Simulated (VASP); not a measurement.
Crystal: ZrN.

```xyz
2
Lattice="0.0000 2.3000 2.3000 2.3000 0.0000 2.3000 2.3000 2.3000 0.0000" Properties=species:S:1:pos:R:3 pbc="T T T"
Zr    0.0000    0.0000    0.0000
N     2.3000    2.3000    2.3000
```

The cell was built by a generator and needn't be a form met in nature.

- Program: VASP 6.6.1
- Task: relaxation of cell and atoms
- Functional: PBEsol
- Potentials or basis: VASP PAW PBE potentials, release 64 (Zr_sv, N)
- Cutoff: 600 eV
- k mesh: 14 × 14 × 14
- Occupations: methfessel-paxton, width 0.1 eV
- Spin: no spin polarisation

At the start: pressure -7.6 GPa; volume 12.17 Å³/atom.

Q: Where does the relaxation end?

A: Over 3 steps the energy falls by 8.9 meV/atom and the volume is 11.81 Å³/atom (-2.9 %); space group Fm-3m (No. 225, to 0.05 Å).

The path:
| step | energy change (eV) | largest force (eV/Å) | pressure (GPa) | volume (Å³) |
| --- | --- | --- | --- | --- |
| 1 | 0.0000 | 0.0000 | -7.61 | 24.33 |
| 2 | 0.0439 | 0.0000 | 16.54 | 22.36 |
| 3 | -0.0177 | 0.0000 | -0.13 | 23.62 |

Final structure:
```
Zr N
1.0
     0.00000    2.27731    2.27731
     2.27731    0.00000    2.27731
     2.27731    2.27731    0.00000
Zr N
1 1
Direct
  0.00000 0.00000 0.00000
  0.50000 0.50000 0.50000
```

Caveat: the PAW data sets were made with another functional, which shifts forces and pressure a little.
